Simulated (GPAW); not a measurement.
# MoS2 in GPAW: single point with PBE

Aim: the single point of MoS2 with PBE.

Program: GPAW 26.7.0. These are calculated values, not measurements. Logs are shortened: lines on timing, memory, paths and dates and some standing lists are left out, and cuts for length are marked. The log counts tension as positive stress, the text compression.

**1. Starting point**

The cell holds a slab with vacuum, 6 atoms: a = 3.185 Å, b = 3.185 Å, c = 21.671 Å, α = 90.00°, β = 90.00°, γ = 120.00°.

**2. Single point, PBE**

Contents of run.py:

```python
from ase.dft.bandgap import bandgap
from ase.io import read, write
from ase.units import GPa
from gpaw import GPAW, PW

atoms = read('MoS2.xyz')

calc = GPAW(mode=PW(500),
            xc='PBE',
            kpts={'size': (8, 8, 1), 'gamma': True},
            occupations={'name': 'fermi-dirac', 'width': 0.05},
            nbands=46,
            maxiter=120,
            txt='gpaw.txt')
atoms.calc = calc
energy = atoms.get_potential_energy()
forces = atoms.get_forces()
stress = atoms.get_stress()
calc.write('gs.gpw')
write('result.traj', atoms)
print(f'Energy: {energy:.6f} eV')
print('Forces (eV/A):')
print(forces.round(4))
print('Stress (GPa):', (stress / GPa).round(3))
print('Fermi level:', round(calc.get_fermi_level(), 4), 'eV')
print(f'Gap: {bandgap(calc)[0]:.4f} eV, direct: {bandgap(calc, direct=True)[0]:.4f} eV')
```

Contents of MoS2.xyz:

```xyz
6
Lattice="3.1845414560 0.0000000000 0.0000000000 -1.5922707280 2.7578938003 0.0000000000 0.0000000000 0.0000000000 21.6705347200" Properties=species:S:1:pos:R:3 pbc="T T T"
Mo    -0.0000000002      1.8385958670     18.4450973165
Mo     1.5922707282      0.9192979333      3.2254374035
S      1.5922707282      0.9192979333     16.8948990826
S     -0.0000000002      1.8385958670      1.6740704777
S      1.5922707282      0.9192979333     19.9964642423
S     -0.0000000002      1.8385958670      4.7756356374
```

Potentials or basis: GPAW PAW data sets (gpaw-data 1.2.1), pw.

Started as:

```console
> OMP_NUM_THREADS=1 python run.py
```

gpaw.txt:

```text
__  _  _
 | _ |_)|_||  |
 |__||  | ||/\| - 26.7.0

Input parameters:
  mode=PW(ecut=500.0),
  kpts=MonkhorstPack(size=(8, 8, 1), gamma=True),
  maxiter=120,
  nbands=46,
  occupations=Occupations(name='fermi-dirac', width=0.05),
  xc=XC(name='PBE')

Diagonalizing LCAO Hamiltonian
Converting LCAO to pw mode

           S

        Mo

           S

        S

           Mo

        S

Atoms  # Å, Bohr magnetons
|   | symbol |         x |        y |         z |    initial magnetic moments |
|---|--------|-----------|----------|-----------|-----------------------------|
| 0 |     Mo | -0.000000 | 1.838596 | 18.445097 | ( 0.0000,  0.0000,  0.0000) |
| 1 |     Mo |  1.592271 | 0.919298 |  3.225437 | ( 0.0000,  0.0000,  0.0000) |
| 2 |      S |  1.592271 | 0.919298 | 16.894899 | ( 0.0000,  0.0000,  0.0000) |
| 3 |      S | -0.000000 | 1.838596 |  1.674070 | ( 0.0000,  0.0000,  0.0000) |
| 4 |      S |  1.592271 | 0.919298 | 19.996464 | ( 0.0000,  0.0000,  0.0000) |
| 5 |      S | -0.000000 | 1.838596 |  4.775636 | ( 0.0000,  0.0000,  0.0000) |

Unit cell  # Å
| periodic |         x |        y |         z |   lengths |     angles |
|----------|-----------|----------|-----------|-----------|------------|
|      yes |  3.184541 | 0.000000 |  0.000000 |  3.184541 |  90.000000 |
|      yes | -1.592271 | 2.757894 |  0.000000 |  3.184541 |  90.000000 |
|      yes |  0.000000 | 0.000000 | 21.670535 | 21.670535 | 120.000000 |

Number of symmetries: 12
Symmetry operations  # r_c * U_cc + t_c -> r_c
|    | kind |            matrix            |
|----|------|------------------------------|
|  0 |  σ   |  1, 1, 0,  0,-1, 0,  0, 0, 1 |
|  1 |  S6  |  1, 1, 0, -1, 0, 0,  0, 0,-1 |
|  2 |  E   |  1, 0, 0,  0, 1, 0,  0, 0, 1 |
|  3 |  C2  |  1, 0, 0, -1,-1, 0,  0, 0,-1 |
|  4 |  C2  |  0, 1, 0,  1, 0, 0,  0, 0,-1 |
|  5 |  C3  |  0, 1, 0, -1,-1, 0,  0, 0, 1 |
|  6 |  S6  |  0,-1, 0,  1, 1, 0,  0, 0,-1 |
|  7 |  σ   |  0,-1, 0, -1, 0, 0,  0, 0, 1 |
|  8 |  σ   | -1, 0, 0,  1, 1, 0,  0, 0, 1 |
|  9 |  i   | -1, 0, 0,  0,-1, 0,  0, 0,-1 |
| 10 |  C3  | -1,-1, 0,  1, 0, 0,  0, 0, 1 |
| 11 |  C2  | -1,-1, 0,  0, 1, 0,  0, 0,-1 |

BZ-sampling:
  Number of BZ points: 64
  Number of IBZ points: 10

  Monkhorst-Pack size: [8, 8, 1]
  Monkhorst-Pack shift: [0.0625, 0.0625, 0.0]

K-points  # in reciprocal-cell coordinates
|   |                                coordinates |     weight |
|---|--------------------------------------------|------------|
| 0 | (  0.00000000,   0.00000000,   0.00000000) | 0.01562500 |
| 1 | (  0.12500000,   0.00000000,   0.00000000) | 0.09375000 |
| 2 | (  0.25000000,  -0.12500000,   0.00000000) | 0.09375000 |
| 3 | (  0.25000000,   0.00000000,   0.00000000) | 0.09375000 |
| 4 | (  0.37500000,  -0.12500000,   0.00000000) | 0.18750000 |
| 5 | (  0.37500000,   0.00000000,   0.00000000) | 0.09375000 |
| 6 | (  0.37500000,   0.37500000,   0.00000000) | 0.09375000 |
| 7 | (  0.50000000,   0.25000000,   0.00000000) | 0.09375000 |
| 8 | (  0.50000000,   0.37500000,   0.00000000) | 0.18750000 |
| 9 | (  0.50000000,   0.50000000,   0.00000000) | 0.04687500 |

Plane wave coefficients: 4850
Cutoff: 500.0 eV

Spin-components: 1 (collinear spins)
Bands:           46
Projectors:      32
Spin-degeneracy: 2
Datatype:        complex128

Parallelization:
  kpt:    1
  domain: 1
  band:   1

Density:
  Valence electrons: 52.0
  Components: 1
  Grid points: [ 18  18 112]
  Charge: 0.0  # |e|

Potential:
  Grid points: [ 18  18 112]

species:
  Mo:
    name:    Molybdenum
    Z:       42.0
    valence: 14
    core:    28
    charge:  0.0  # [|e|]
    compensation charges:
      type: gauss
      rc: 0.38  # [Å]
      lmax: 2
    cutoffs:
      filter: 2.16  # [Å]
      core: 1.42  # [Å]
    projectors
    | kind |    occ | energy [eV] | rcut [Å] |
    |------|--------|-------------|----------|
    |   4s |  2.000 |     -64.307 |    1.238 |
    |   5s |  1.000 |      -4.084 |    1.238 |
    |   4p |  6.000 |     -38.491 |    1.296 |
    |   5p |  0.000 |      -1.044 |    1.296 |
    |   4d |  5.000 |      -3.754 |    1.296 |
    |    d |        |      23.458 |    1.296 |

    Using partial waves for Mo as LCAO basis

  S:
    name:    Sulfur
    Z:       16.0
    valence: 6
    core:    10
    charge:  0.0  # [|e|]
    compensation charges:
      type: gauss
      rc: 0.24  # [Å]
      lmax: 2
    cutoffs:
      filter: 1.77  # [Å]
      core: 1.66  # [Å]
    projectors
    | kind |    occ | energy [eV] | rcut [Å] |
    |------|--------|-------------|----------|
    |   3s |  2.000 |     -17.254 |    0.974 |
    |   3p |  4.000 |      -7.008 |    0.979 |
    |    s |        |       9.957 |    0.974 |
    |    p |        |      20.203 |    0.979 |
    |    d |        |       0.000 |    0.900 |

    Using partial waves for S as LCAO basis

Reference energy: -263698.624853  # eV

eigensolver:
  PPCG
  Converge bands: occupied
  niter=2

density mixing:
  MSR1-Mixer
  Pratt-step length: 0.05
  Maximum mixing coefficient: 0.75
  Old densities: 10
  SVD Regularization: 0.005
  Good broyden scale: 1.0
  Trust region scale: 1.0
  Backstep threshold: 4.0
  History deletion threshold: 6.0
  Fourier metric: weight=20.0, sigma=0.015

occupation numbers:
  Fermi-Dirac:
    width: 0.0500  # eV

poisson solver:
  ecut: 4000.0  # eV

xc functional:
  name: PBE with 2 nearest neighbor stencil

convergence criteria:
- Maximum [total energy] change in last 3 cyles: 0.0005 eV / valence electron
- Maximum integral of absolute [dens]ity change: 0.0001 electrons / valence electron
- Maximum integral of absolute [eigenst]ate change: 4e-08 eV^2 / valence electron
maximum number of iterations: 120

SCF iterations
|iter     | |      energy | eigst |  dens |
|---------|-|-------------|-------|-------|
|iter:   1| |  -47.305465 | +0.50 |       |
|iter:   2| |  -46.409947 | -1.09 | -0.97 |
|iter:   3| |  -44.335066 | -1.10 | -1.05 |
|iter:   4| |  -44.229192 | -1.84 | -1.45 |
|iter:   5| |  -44.381077 | -2.27 | -1.75 |
|iter:   6| |  -44.218342 | -2.43 | -1.74 |
|iter:   7| |  -44.207108 | -3.10 | -2.12 |
|iter:   8| |  -44.207109c| -4.61 | -3.10 |
|iter:   9| |  -44.207119c| -5.60 | -3.56 |
|iter:  10| |  -44.207120c| -6.77 | -4.36c|
|iter:  11| |  -44.207120c| -7.49c| -4.86c|

Converged in 11 steps
Energy contributions relative to reference atoms: (reference = -263698.624853)

Energy contributions:
  Kinetic:          -2.017349
  Coulomb:         -10.739479
  Zero:             -0.289750
  External:          0.000000
  Xc:              -31.160542
  Entropy:          -0.000000
  Spinorbit:         0.000000
  ----------------------------
  Free energy:     -44.207120
  Extrapolated:    -44.207120

dipole moment: (0.000001, 0.000002, 0.000012)  # |e|*Ang

Fermi level: 2.638
Eigenvalues  # (at kpt = [0.000, 0.000, 0.000])
| band index |      eig [eV] | occ [0-2] |
|------------|---------------|-----------|
|          0 |       -59.299 |     2.000 |
|        ... |               |           |
|         18 |        -0.508 |     2.000 |
|         19 |         0.084 |     2.000 |
|         20 |         0.084 |     2.000 |
|         21 |         0.095 |     2.000 |
|         22 |         0.095 |     2.000 |
|         23 |         0.287 |     2.000 |
[... 8 lines left out ...]
|         32 |         4.673 |     0.000 |
|         33 |         4.673 |     0.000 |
|        ... |               |           |
|         45 |        12.430 |     0.000 |

Gap: 1.413 eV
Transition (v -> c):
  (s=0, k=0, n=25, [0.00, 0.00, 0.00]) -> (s=0, k=6, n=26, [0.38, 0.38, 0.00])
Direct/indirect transitions are different
Direct gap: 1.924 eV
Transition at: (s=0, k=6, n=25, [0.38, 0.38, 0.00])

Forces  # eV/Ang
|        x |        y |        z |
|----------|----------|----------|
|  0.00000 |  0.00000 |  0.00185 |  # Mo   0
| -0.00000 |  0.00000 | -0.00185 |  # Mo   1
| -0.00000 | -0.00000 | -0.24135 |  # S    2
|  0.00000 |  0.00000 | -0.18195 |  # S    3
|  0.00000 |  0.00000 |  0.18195 |  # S    4
|  0.00000 |  0.00000 |  0.24135 |  # S    5

Stress tensor  # eV/Ang^3
|         x |         y |         z |
|-----------|-----------|-----------|
| -0.002513 | -0.000000 |  0.000000 |
| -0.000000 | -0.002513 |  0.000000 |
|  0.000000 |  0.000000 | -0.008345 |

# Writing to gs.gpw (mode='')
```

stdout:

```text
Energy: -44.207120 eV
Forces (eV/A):
[[ 0.      0.      0.0019]
 [-0.      0.     -0.0019]
 [-0.     -0.     -0.2414]
 [ 0.      0.     -0.182 ]
 [ 0.      0.      0.182 ]
 [ 0.      0.      0.2414]]
Stress (GPa): [-0.403 -0.403 -1.337  0.     0.    -0.   ]
Fermi level: 2.638 eV
Gap: 1.4125 eV, direct: 1.9245 eV
```

Wall time 58 s (1 thread of Arm Neoverse V1, shared host); peak memory 0.25 GiB.

What came out:

| Property | Result |
| --- | --- |
| Free energy | -44.2071 eV |
| Largest force | 0.241 eV/Å |
| Band gap on the k mesh | 1.41 eV, indirect (least direct gap 1.92 eV) |

Forces in eV/Å, atoms in the order of the input:
```
Mo   0.000  0.000  0.002
Mo   0.000  0.000 -0.002
S    0.000  0.000 -0.241
S    0.000  0.000 -0.182
S    0.000  0.000  0.182
S    0.000  0.000  0.241
```

Levels at points of the mesh, in eV from the valence-band top:
```tsv
k point	band 23	band 24	band 25	band 26	band 27	band 28	band 29	band 30
(0.00, 0.00, 0.00)	-1.90	-1.71	-0.48	0.00	2.38	2.38	2.38	2.38
(0.50, 0.50, 0.00)	-1.41	-1.36	-1.02	-0.99	1.82	1.83	2.30	2.39
```

Caveat: the cutoff is short for stress and forces, so pressures can be off by a GPa or more. Expect the measured gap to be larger: semilocal functionals such as PBE lack the derivative discontinuity.
